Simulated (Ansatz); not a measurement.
## A sublattice moved along a line in PtSe₂

These are results of DFT PBEsol, scalar-relativistic, plane waves, PAW in Ansatz 0.2.0, not measurements. The runs took a 420 eV cutoff, a Γ-centred 12×12×10 mesh and Gaussian smearing (0.15 eV). Spin–orbit coupling is left out, which can shift energies with elements as heavy as these. No spin polarisation. Energies are free energies at this smearing, counted from the undisturbed cell; pressure is positive in compression.

The undisturbed cell (as given, not relaxed at this level; it stands at 2.1 GPa):

```
Pt Se
1.0
     3.72400    0.00000    0.00000
    -1.86200    3.22508    0.00000
     0.00000    0.00000    5.06200
Pt Se
1 2
Cartesian
  0.0000 0.0000 0.0000
  0.0000 2.1501 1.2655
  1.8620 1.0750 3.7965
```

Every Se atom is moved by x along the Cartesian unit vector (0.000, 1.000, 0.000); the cell and all other atoms stay fixed. The cell is metallic on the mesh throughout.

| x (Å) | ΔE (meV/cell) |
| --- | --- |
| -0.1000 | 79.2 |
| -0.0500 | 19.8 |
| 0.0000 | 0.0 |
| 0.0125 | 1.2 |
| 0.0250 | 4.9 |
| 0.0375 | 11.1 |
| 0.0625 | 30.9 |
| 0.0750 | 44.5 |
| 0.0875 | 60.6 |

Question: Predict the force along x on the moved atoms (eV/Å) at each point.

Answer:
| x (Å) | force along x on the moved atoms (eV/Å) |
| --- | --- |
| -0.1000 | 1.59 |
| -0.0500 | 0.79 |
| 0.0000 | 0.00 |
| 0.0125 | -0.20 |
| 0.0250 | -0.40 |
| 0.0375 | -0.59 |
| 0.0625 | -0.99 |
| 0.0750 | -1.19 |
| 0.0875 | -1.39 |